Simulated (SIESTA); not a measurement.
Crystal: TiO2 (Anatase).

```
Ti O
1.0
    -1.89210    1.89210    4.75730
     1.89210   -1.89210    4.75730
     1.89210    1.89210   -4.75730
Ti O
2 4
Direct
  0.75000 0.25000 0.50000
  0.00000 0.00000 0.00000
  0.79190 0.79190 0.00000
  0.54190 0.04190 0.50000
  0.95810 0.45810 0.50000
  0.20810 0.20810 0.00000
```

Base run:

| Item | Value |
| --- | --- |
| Program | SIESTA 5.4.2 |
| Functional | RPBE |
| Potentials or basis | PseudoDojo 0.4 standard (PBE files) |
| Basis | DZP (energy shift 0.003 Ry; two zetas on semicore shells) |
| Grid cutoff | 800 Ry |
| Energy shift | 0.003 Ry |
| k mesh | 6 × 6 × 6 |
| Occupations | fermi-dirac, width 0.05 eV |
| Spin | no spin polarisation |

Its results: band gap on the k mesh 2.07 eV, indirect (least direct gap 2.35 eV); pressure 13.0 GPa; largest force 0.250 eV/Å.

**Question.** After a change of settings the same cell gave: band gap on the k mesh 2.04 eV, indirect (least direct gap 2.34 eV); pressure 8.5 GPa; largest force 0.182 eV/Å. Which change was it?
A. k mesh from 6 × 6 × 6 to 7 × 7 × 7
B. functional from RPBE to LDA; potentials or basis from PseudoDojo 0.4 standard (PBE files) to PseudoDojo 0.4 standard (LDA files)
C. functional from RPBE to AM05; potentials or basis from PseudoDojo 0.4 standard (PBE files) to PseudoDojo 0.4 standard (PBEsol files)
D. functional from RPBE to PW91

**Answer.** D.

PW91 binds more tightly than RPBE, so the same cell stands under less pressure.

Caveats: the potentials were made for another functional, which shifts forces and pressure; the basis of atomic orbitals isn't converged, which shifts pressures, moduli and gaps.
